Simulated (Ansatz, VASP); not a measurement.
KTaO3: VASP beside Ansatz

INCAR

```
SYSTEM = KTaO3
  PREC = Accurate
  ENCUT = 520
  EDIFF = 1E-6
  ISMEAR = 0
  SIGMA = 0.02
  LREAL = .FALSE.
  LASPH = .TRUE.
  NELM = 60
  ALGO = Normal
  ISIF = 2
  LWAVE = .FALSE.
  LCHARG = .FALSE.
  GGA = PE
  NBANDS = 27
```

File KPOINTS:

```
regular mesh
0
G
  8 8 8
  0 0 0
```

File POSCAR:

```
KTaO3
1.0
    3.9422274042      0.0000000000      0.0000000000
    0.0000000000      3.9422274042      0.0000000000
    0.0000000000      0.0000000000      3.9422274042
K Ta O
1 1 3
Direct
    0.5000000000      0.5000000000      0.5000000000
    0.0000000000      0.0000000000      0.0000000000
    0.5000000000      0.0000000000      0.0000000000
    0.0000000000      0.5000000000      0.0000000000
    0.0000000000      0.0000000000      0.5000000000
```

Input for Ansatz:

```yaml
crystal:
  lattice:
    - [3.9422274042, 0.0, 0.0]
    - [0.0, 3.9422274042, 0.0]
    - [0.0, 0.0, 3.9422274042]
  atoms:
    - { symbol: K, position: [0.5, 0.5, 0.5] }
    - { symbol: Ta, position: [0.0, 0.0, 0.0] }
    - { symbol: O, position: [0.5, 0.0, 0.0] }
    - { symbol: O, position: [0.0, 0.5, 0.0] }
    - { symbol: O, position: [0.0, 0.0, 0.5] }
basis:
  ecutwfc: 420
kpoints:
  mp_grid: { grid: [8, 8, 8] }
hamiltonian:
  xc: pbe
scf:
  occupations: { method: gaussian, width: 0.02 }
output:
  forces: true
  stress: true
  eigenvalues: true
```

Alike in both runs: task single point; functional PBE; k mesh 8 × 8 × 8; occupations gaussian, width 0.02 eV; no spin polarisation.

|  | VASP | Ansatz |
| --- | --- | --- |
| version | VASP 6.6.1 | Ansatz 0.2.0 |
| potentials or method | VASP PAW PBE potentials, release 64 (K_sv, Ta_pv, O) | scalar-relativistic, plane waves, PAW |
| plane-wave cutoff (eV) | 520 | 420 |
| valence electrons in the cell | 38 | 40 |

VASP gave:

- gap on the k mesh at the Fermi level (eV): 2.25
- least direct gap on the mesh (eV): 2.85
- pressure (GPa): 14.2

Q: Which values does Ansatz return?

A: gap on the k mesh at the Fermi level (eV): 2.30; least direct gap on the mesh (eV): 2.89; pressure (GPa): 13.4.

The functional is the same, so the differences come from potentials, cutoffs and numerics. The two sets of potentials don't hold the same shells in valence.

Caveats: spin-orbit coupling is left out, which moves the levels of the heavy elements. A k mesh can miss the band edges.
